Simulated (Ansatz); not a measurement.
# CoO (P3m1) in Ansatz: equation of state

How stiff is CoO in PBEsol, and what volume does it want? The cell is scaled to several volumes.

All numbers are computed with Ansatz 0.2.0; they aren't measurements. Logs are shortened: lines on timing, memory, paths and dates and some standing lists are left out, and cuts for length are marked.

### 1 Starting point

The structure is hexagonal, space group P6_3mc (No. 186). The conventional cell has a = 3.198 Å, b = 3.198 Å, c = 5.229 Å, α = 90.00°, β = 90.00°, γ = 120.00°. Co (site symmetry 3m) is surrounded by 4 O at 1.93 to 1.97 Å. Around O (site symmetry 3m) lie 4 Co at 1.93 to 1.97 Å.

Measurements of this composition are mostly on another form, of space group No. 225.

### 2 Equation of state, PBEsol, collinear spin, ferromagnetic start

Potentials or basis: all-electron LAPW, scalar-relativistic.

No new run: the results of the series are fitted here.

What came out:

```
Equilibrium volume                        : 10.66 Å³/atom (rough: see the caveat)
Bulk modulus at fixed shape and positions : 134 GPa (rough)
```

Energy against volume, from the lowest point:
| volume (Å³/atom) | energy (meV/atom) |
| --- | --- |
| 10.881 | 0.00 |
| 11.112 | 5.70 |
| 11.344 | 14.92 |
| 11.575 | 27.34 |
| 11.807 | 42.67 |
| 12.038 | 60.67 |
| 12.270 | 81.11 |

Caveat: the minimum lies outside the volumes run; the cell was scaled at fixed shape and fractional positions, which overstates the stiffness of a crystal with free parameters, most of all of layers and chains; the starting moments weren't kept.
